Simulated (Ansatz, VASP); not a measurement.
**I in VASP and in Ansatz**

File INCAR:

```
PREC     = Accurate       # precision mode
ENCUT    = 520            # plane-wave cutoff, eV
EDIFF    = 1E-6           # SCF threshold, eV
ISMEAR   = -1             # smearing method
SIGMA    = 0.05           # smearing width, eV
LREAL    = F              # projectors in reciprocal space
LASPH    = T              # aspherical terms in the spheres
NELM     = 100            # most SCF steps
ALGO     = Normal         # electronic algorithm
ISIF     = 2              # what is computed and relaxed
LWAVE    = F              # write WAVECAR
LCHARG   = F              # write CHGCAR
GGA      = PE             # functional
NBANDS   = 10             # bands
```

Contents of KPOINTS:

```
regular mesh
0
Gamma
  11 11 11
```

The input POSCAR:

```
I
1.0
   -1.6174560000      1.6174560000      4.2648080000
    1.6174560000     -1.6174560000      4.2648080000
    1.6174560000      1.6174560000     -4.2648080000
I
1
Direct
    0.0000000000      0.0000000000      0.0000000000
```

input.yaml

```yaml
crystal:
  lattice:
    - [-1.617456, 1.617456, 4.264808]
    - [1.617456, -1.617456, 4.264808]
    - [1.617456, 1.617456, -4.264808]
  atoms:
    - { symbol: I, position: [0.0, 0.0, 0.0] }
kpoints:
  mp_grid: { grid: [11, 11, 11] }
scf:
  occupations: { method: fermi_dirac, width: 0.05 }
hamiltonian:
  xc: pbe
  pseudopotentials: { kind: all_electron, lapw: { basis_error: 0.0005 } }
output:
  forces: true
  stress: true
  eigenvalues: true
```

Alike in both runs: task single point; functional PBE; k mesh 11 × 11 × 11; occupations fermi-dirac, width 0.05 eV; no spin polarisation.

```csv
,VASP,Ansatz
version,VASP 6.6.1,Ansatz 0.2.0
potentials or method,"VASP PAW PBE potentials, release 64 (I)","all-electron LAPW, scalar-relativistic"
plane-wave cutoff (eV),520,see its input
```

```tsv
	VASP	Ansatz	Ansatz less VASP
gap on the k mesh at the Fermi level (eV)	none	none	-
pressure (GPa)	0.1	0.2	+0.04
```

A gap of «none» marks a metal or a gap that the smearing closes. Ansatz ran all-electron here, so the differences hold the error of VASP's frozen core and of both bases.

Caveats: an odd number of electrons without spin polarisation forces a metal; a magnetic or distorted state may lie lower. The runs have no spin-orbit coupling, so splittings on I are missing.
